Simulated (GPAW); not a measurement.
Ga in GPAW: the effect of strain tetragonal

Ga:

```
CELL_PARAMETERS angstrom
3.66428 -2.23356 0.00000
3.66428 2.23356 0.00000
0.00000 0.00000 4.87007
ATOMIC_POSITIONS crystal
Ga 0.66555 0.00969 0.25000
Ga 0.00969 0.66555 0.75000
Ga 0.33445 0.99031 0.75000
Ga 0.99031 0.33445 0.25000
```

This isn't the form of Ga at room conditions, which is orthorhombic.

Alike in all runs:

```yaml
Program: GPAW 26.7.0
Task: single point
Functional: PBEsol
Potentials_or_basis: PAW data sets generated in the run's folder for this functional
Cutoff: 600 eV
Basis: pw
k_mesh: 7 × 7 × 6
Occupations: fermi-dirac, width 0.05 eV
Spin: no spin polarisation
Maxiter: 150
```

```csv
strain tetragonal,pressure (GPa),largest force (eV/Å)
-0.04,1.9,0.58
-0.02,0.9,0.26
-0.01,0.8,0.13
0,?,?
0.01,0.8,0.12
0.02,0.9,0.24
0.04,1.5,0.46
```

**Question.** What does the run with strain tetragonal 0 give?

**Answer.** Pressure 0.8 GPa; largest force 0.04 eV/Å.

Worked out: A parabola through the other rows of the pressure, of slope -3.81 GPa per unit of strain tetragonal there, gives 0.7 GPa, against the run's 0.8. A parabola through the other rows of the largest force, of slope -1.26 eV/Å per unit of strain tetragonal there, gives 0.12 eV/Å, against the run's 0.04.

Caveats: the density grid can change from cell to cell, which puts small steps into energies and stress.
